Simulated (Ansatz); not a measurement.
Crystal: KMgF3.

```
CELL_PARAMETERS angstrom
3.98590 0.00000 0.00000
0.00000 3.98590 0.00000
0.00000 0.00000 3.98590
ATOMIC_POSITIONS crystal
K 0.50000 0.50000 0.50000
Mg 0.00000 0.00000 0.00000
F 0.00000 0.00000 0.50000
F 0.00000 0.50000 0.00000
F 0.50000 0.00000 0.00000
```

Base run:

- Program: Ansatz 0.2.0
- Functional: revPBE
- Potentials or basis: Ansatz PAW
- Cutoff: 420 eV (not typed: the program's choice for these potentials)
- k mesh: 7 × 7 × 7
- Occupations: fermi-dirac, width 0.05 eV
- Spin: no spin polarisation

Its results: band gap on the k mesh 7.61 eV, indirect (least direct gap 7.90 eV); pressure 7.2 GPa.

Q: The run is repeated on the same cell with these changes: functional from revPBE to LDA. What comes out?

A: Band gap on the k mesh 7.02 eV, indirect (least direct gap 7.31 eV); pressure -4.5 GPa.

LDA binds more tightly than revPBE, so the same cell stands under less pressure.

Caveats: odd divisions of the mesh miss points on the zone boundary, where band edges often lie, so the gap on the mesh can be too wide; the PAW data sets come from PBE, with cores solved anew for the run's functional, which leaves a small shift of forces and pressure; the density of states is complete only up to the lowest level of the last band computed.

A k mesh can miss the band edges.
